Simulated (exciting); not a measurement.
Here is an exciting (release sodium) calculation.

File input.xml:

```xml
<input>
  <title>WC</title>
  <structure speciespath="./" tshift="false">
    <crystal scale="1">
      <basevect>0.000000000000 4.143572237849 4.143572237849</basevect>
      <basevect>4.143572237849 0.000000000000 4.143572237849</basevect>
      <basevect>4.143572237849 4.143572237849 0.000000000000</basevect>
    </crystal>
    <species speciesfile="W.xml" rmt="2.3">
      <atom coord="0.000000000000 0.000000000000 0.000000000000"/>
    </species>
    <species speciesfile="C.xml" rmt="1.45">
      <atom coord="0.500000000000 0.500000000000 0.500000000000"/>
    </species>
  </structure>
  <groundstate do="fromscratch" ngridk="7 7 7" rgkmax="6.5" gmaxvr="14" lmaxapw="10" lmaxmat="10" lmaxvr="8" xctype="GGA_PBE_SOL" stype="Gaussian" swidth="0.00099223" nempty="14" ValenceRelativity="iora*" epsengy="1e-05" epspot="1e-05" maxscl="60" tforce="true" outputlevel="normal"/>
</input>
```

Potentials or basis: all-electron LAPW+lo, shipped species files, valence relativity iora*.

Launch:

```sh
$ OMP_NUM_THREADS=1 exciting_smp
```

Question: Estimate the band gap on the k mesh.

Answer: None (metal or under the smearing width).

Spin-orbit coupling is left out, which matters for the levels of W.
